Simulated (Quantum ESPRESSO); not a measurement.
# ZrB2 (P6/mmm) in Quantum ESPRESSO: further runs, part 2 of 2

Quantum ESPRESSO 7.5. The steps go on from the part before.

**4. Relaxation of cell and atoms, PBEsol, target pressure 30 GPa, at which the enthalpy is minimised**

pw.in reads:

```
&CONTROL
  calculation = 'vc-relax'
  prefix = 'pwscf'
  outdir = './tmp'
  pseudo_dir = './pseudo'
  tprnfor = .true.
  tstress = .true.
  disk_io = 'low'
  nstep = 40
  forc_conv_thr = 0.0004
  etot_conv_thr = 1d-05
/
&SYSTEM
  ibrav = 0
  A = 3.17
  nat = 3
  ntyp = 2
  ecutwfc = 52
  ecutrho = 414
  nbnd = 15
  occupations = 'smearing'
  smearing = 'fd'
  degauss = 0.00367493
/
&ELECTRONS
  conv_thr = 6d-10
  electron_maxstep = 120
  mixing_beta = 0.5
/
&IONS
  ion_dynamics = 'bfgs'
/
&CELL
  cell_dynamics = 'bfgs'
  press = 300
  press_conv_thr = 0.3
/
ATOMIC_SPECIES
Zr    91.2240 zr_pbesol_v1.uspp.F.UPF
B     10.8100 b_pbesol_v1.4.uspp.F.UPF
CELL_PARAMETERS alat
   1.0000000000    0.0000000000    0.0000000000
  -0.5000000000    0.8660254038    0.0000000000
   0.0000000000    0.0000000000    1.1145110410
ATOMIC_POSITIONS alat
Zr     0.0000000000    0.0000000000    0.0000000000
B      0.5000000000    0.2886751346    0.5572555205
B     -0.0000000001    0.5773502692    0.5572555205
K_POINTS automatic
10 10 8 0 0 0
```

Potentials or basis: GBRV 1.5 PBEsol.

Command:

```console
$ OMP_NUM_THREADS=1 mpirun -n 2 pw.x -nk 2 -in pw.in > pw.out
```

pw.out:

```text
This program is part of the open-source Quantum ESPRESSO suite
     for quantum simulation of materials; please cite
[... 13 lines left out ...]
     --------------------
     sticks:   dense  smooth     PW     G-vecs:    dense   smooth      PW
     Sum        1027     511    163                29473    10561    1847

     Using Slab Decomposition

     bravais-lattice index     =            0
     lattice parameter (alat)  =       5.9904  a.u.
     unit-cell volume          =     207.4863 (a.u.)^3
     number of atoms/cell      =            3
     number of atomic types    =            2
     number of electrons       =        18.00
     number of Kohn-Sham states=           15
     kinetic-energy cutoff     =      52.0000  Ry
     charge density cutoff     =     414.0000  Ry
     scf convergence threshold =      6.0E-10
     mixing beta               =       0.5000
     number of iterations used =            8  plain     mixing
     energy convergence thresh.=      1.0E-05
     force convergence thresh. =      4.0E-04
     press convergence thresh. =      3.0E-01
     Exchange-correlation= SLA  PW   PSX  PSC
                           (   1   4  10   8   0   0   0)
     nstep                     =           40

     celldm(1)=   5.990432  celldm(2)=   0.000000  celldm(3)=   0.000000
     celldm(4)=   0.000000  celldm(5)=   0.000000  celldm(6)=   0.000000

     crystal axes: (cart. coord. in units of alat)
               a(1) = (   1.000000   0.000000   0.000000 )
               a(2) = (  -0.500000   0.866025   0.000000 )
               a(3) = (   0.000000   0.000000   1.114511 )

     reciprocal axes: (cart. coord. in units 2 pi/alat)
               b(1) = (  1.000000  0.577350 -0.000000 )
               b(2) = (  0.000000  1.154701  0.000000 )
               b(3) = (  0.000000 -0.000000  0.897254 )

     PseudoPot. # 1 for Zr read from file:
     zr_pbesol_v1.uspp.F.UPF
     Pseudo is Ultrasoft + core correction, Zval = 12.0
     Generated by new atomic code, or converted to UPF format
     Using radial grid of  887 points,  6 beta functions with:
                l(1) =   0
                l(2) =   0
                l(3) =   1
                l(4) =   1
                l(5) =   2
                l(6) =   2
     Q(r) pseudized with  6 coefficients,  rinner =    1.200   1.200   1.200
                                                       1.200   1.200

     PseudoPot. # 2 for B  read from file:
     b_pbesol_v1.4.uspp.F.UPF
     Pseudo is Ultrasoft + core correction, Zval =  3.0
[... 3010 lines left out ...]
                           (   1   4  10   8   0   0   0)

     celldm(1)=   5.990432  celldm(2)=   0.000000  celldm(3)=   0.000000
     celldm(4)=   0.000000  celldm(5)=   0.000000  celldm(6)=   0.000000

     crystal axes: (cart. coord. in units of alat)
               a(1) = (   0.963886  -0.000000   0.000000 )
               a(2) = (  -0.481943   0.834750   0.000000 )
               a(3) = (   0.000000  -0.000000   1.067933 )

     reciprocal axes: (cart. coord. in units 2 pi/alat)
               b(1) = (  1.037467  0.598982  0.000000 )
               b(2) = (  0.000000  1.197964  0.000000 )
               b(3) = ( -0.000000 -0.000000  0.936389 )

     PseudoPot. # 1 for Zr read from file:
     zr_pbesol_v1.uspp.F.UPF
     Pseudo is Ultrasoft + core correction, Zval = 12.0
     Generated by new atomic code, or converted to UPF format
     Using radial grid of  887 points,  6 beta functions with:
                l(1) =   0
                l(2) =   0
                l(3) =   1
                l(4) =   1
                l(5) =   2
                l(6) =   2
     Q(r) pseudized with  6 coefficients,  rinner =    1.200   1.200   1.200
                                                       1.200   1.200

     PseudoPot. # 2 for B  read from file:
     b_pbesol_v1.4.uspp.F.UPF
     Pseudo is Ultrasoft + core correction, Zval =  3.0
     Generated by new atomic code, or converted to UPF format
     Using radial grid of  781 points,  4 beta functions with:
                l(1) =   0
                l(2) =   0
                l(3) =   1
                l(4) =   1
     Q(r) pseudized with  8 coefficients,  rinner =    1.100   1.100   1.100

     atomic species   valence    mass     pseudopotential
     Zr               12.00    91.22400     Zr( 1.00)
     B                 3.00    10.81000     B ( 1.00)

     24 Sym. Ops., with inversion, found

   Cartesian axes

     site n.     atom                  positions (alat units)
         1        Zr     tau(   1) = (  -0.0000000   0.0000000   0.0000000  )
         2        B      tau(   2) = (   0.4819430   0.2782499   0.5339663  )
         3        B      tau(   3) = (  -0.0000000   0.5564999   0.5339663  )

     number of k points=    70  Fermi-Dirac smearing, width (Ry)=  0.0037
                       cart. coord. in units 2pi/alat
        k(    1) = (   0.0000000   0.0000000   0.0000000), wk =   0.0025000
        k(    2) = (  -0.0000000  -0.0000000   0.1170486), wk =   0.0050000
        k(    3) = (  -0.0000000  -0.0000000   0.2340972), wk =   0.0050000
        k(    4) = (  -0.0000000  -0.0000000   0.3511457), wk =   0.0050000
        k(    5) = (   0.0000000   0.0000000  -0.4681943), wk =   0.0025000
        k(    6) = (   0.0000000   0.1197964   0.0000000), wk =   0.0150000
[... 62 lines left out ...]
        k(   69) = (   0.3112401   0.5390837   0.3511457), wk =   0.0300000
        k(   70) = (   0.3112401   0.5390837  -0.4681943), wk =   0.0150000

     Dense  grid:    26339 G-vectors     FFT dimensions: (  40,  40,  45)

     Smooth grid:     9347 G-vectors     FFT dimensions: (  27,  27,  30)

     Initial potential from superposition of free atoms

     starting charge      17.9975, renormalised to      18.0000

     negative rho (up, down):  5.846E-02 0.000E+00
     Starting wfcs are   21 randomized atomic wfcs

     Self-consistent Calculation

     iteration #  1     ecut=    52.00 Ry     beta= 0.50
     Davidson diagonalization with overlap
     c_bands:  1 eigenvalues not converged
     ethr =  1.00E-06,  avg # of iterations = 12.2

     negative rho (up, down):  5.962E-02 0.000E+00

     total energy              =    -111.98123312 Ry
     estimated scf accuracy    <       0.28301390 Ry
[... 449 lines left out ...]
     negative rho (up, down):  6.118E-02 0.000E+00
          total   stress  (Ry/bohr**3)                   (kbar)     P=      300.39
   0.00204254  -0.00000000  -0.00000000          300.47       -0.00       -0.00
  -0.00000000   0.00204254   0.00000000           -0.00      300.47        0.00
  -0.00000000   0.00000000   0.00204087           -0.00        0.00      300.22

=------------------------------------------------------------------------------=
   JOB DONE.
=------------------------------------------------------------------------------=
```

It took 55 s on 2 MPI ranks of Arm Neoverse V2, shared host; peak memory 0.24 GiB.

Results:

| Quantity | Value |
| --- | --- |
| Free energy | -1524.7419 eV |
| Relaxed volume | 9.12 Å³/atom |
| Relaxed cell | a = 3.056 Å, b = 3.056 Å, c = 3.385 Å, α = 90.00°, β = 90.00°, γ = 120.00° |
| Space group after relaxing (to 0.05 Å) | P6/mmm (No. 191) |
| Energy change on relaxing (the enthalpy is what falls) | +79.9 meV/atom |
| Ionic steps | 6 |
| Pressure after relaxing | 30.0 GPa |
| Band gap on the k mesh | none (metal or under the smearing width) |

The path:
```tsv
step	energy change (eV)	largest force (eV/Å)	pressure (GPa)	volume (Å³)
1	0.0000	0.0000	-4.10	30.75
2	0.6791	0.0000	55.42	25.70
3	0.1931	0.0000	26.62	27.64
4	0.2356	0.0000	29.73	27.39
5	0.2398	0.0000	30.02	27.37
6	0.2397	0.0000	30.01	27.37
```

Final structure:
```yaml
crystal:
  lattice:
    - [3.05552, 0.00000, 0.00000]
    - [-1.52776, 2.64616, 0.00000]
    - [0.00000, 0.00000, 3.38535]
  atoms:
    - { symbol: Zr, position: [0.00000, 0.00000, 0.00000] }
    - { symbol: B, position: [0.66667, 0.33333, 0.50000] }
    - { symbol: B, position: [0.33333, 0.66667, 0.50000] }
```

Levels at points of the mesh, in eV from the Fermi level:
| k point | band 6 | band 7 | band 8 | band 9 | band 10 | band 11 | band 12 | band 13 |
| --- | --- | --- | --- | --- | --- | --- | --- | --- |
| (0.00, 0.00, 0.00) | -2.77 | -2.77 | -2.75 | -2.04 | 4.08 | 4.08 | 5.00 | 5.00 |
| (0.00, 0.00, -0.50) | -7.12 | -0.87 | -0.87 | 0.43 | 0.43 | 0.99 | 0.99 | 2.36 |
| (0.00, -0.50, 0.00) | -8.31 | -4.14 | -3.02 | -2.93 | 2.65 | 2.78 | 5.82 | 5.99 |
| (0.00, -0.50, -0.50) | -6.88 | -4.92 | -4.41 | -1.52 | 4.58 | 4.84 | 6.30 | 7.62 |

**5. Overview**

```tsv
cell	gap on the mesh (eV)	pressure (GPa)
relaxed to 10 GPa	none	10.0
relaxed to 20 GPa	none	20.0
relaxed to 30 GPa	none	30.0
```

Alike in all rows: task relaxation of cell and atoms; level PBEsol; potentials or basis GBRV 1.5 PBEsol; no spin polarisation; k mesh 10 × 10 × 8; cutoff (eV) 707; smearing fermi-dirac 0.05 eV.

Total energies depend on the potentials used, so only differences within one code and one set of settings carry meaning.
